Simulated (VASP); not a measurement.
Input of a VASP 6.6.1 run:

run.py

```python
from ase import Atoms
from ase.calculators.vasp import Vasp
from ase.dft.dos import DOS

atoms = Atoms(
    ['Ti', 'Ti'],
    cell=[[2.95, 0.0, 0.0], [-1.475, 2.5547749412, 0.0], [0.0, 0.0, 4.68]],
    scaled_positions=[[0.6666666667, 0.3333333333, 0.75], [0.3333333333, 0.6666666667, 0.25]],
    pbc=True,
)
calc = Vasp(
    directory='calc',
    xc='pbesol',
    pp='PBE',
    setups='recommended',
    pp_version='54',
    prec='Accurate',
    encut=520,
    ediff=1e-06,
    ismear=1,
    sigma=0.2,
    lreal=False,
    lasph=True,
    nelm=100,
    algo='Fast',
    isif=2,
    lwave=False,
    lcharg=False,
    lmaxmix=4,
    lorbit=10,
    kpts=[10, 10, 6],
    gamma=True,
    nbands=19,
)
atoms.calc = calc

print('energy (eV):', atoms.get_potential_energy())
print('free energy (eV):', atoms.get_potential_energy(force_consistent=True))
print('forces (eV/A):')
print(atoms.get_forces())
print('stress (eV/A^3, Voigt):', atoms.get_stress())
print('Fermi level (eV):', calc.get_fermi_level())
dos = DOS(calc, width=0.05, window=(-10, 10), npts=201)
print('E - E_F (eV), DOS (1/eV)')
for e, g in zip(dos.get_energies(), dos.get_dos()):
    print(f'{e:8.3f} {g:10.4f}')
```

Potentials or basis: VASP PAW PBE potentials, release 54 (Ti_sv).

Run with:

```sh
$ python run.py
```

(1) Predict the band gap on the k mesh.

(2) Estimate the pressure.

## Answers

(1) none (metal or under the smearing width).

(2) -6.3 GPa.

Caveat: the PAW data sets were made with another functional, which shifts forces and pressure a little.
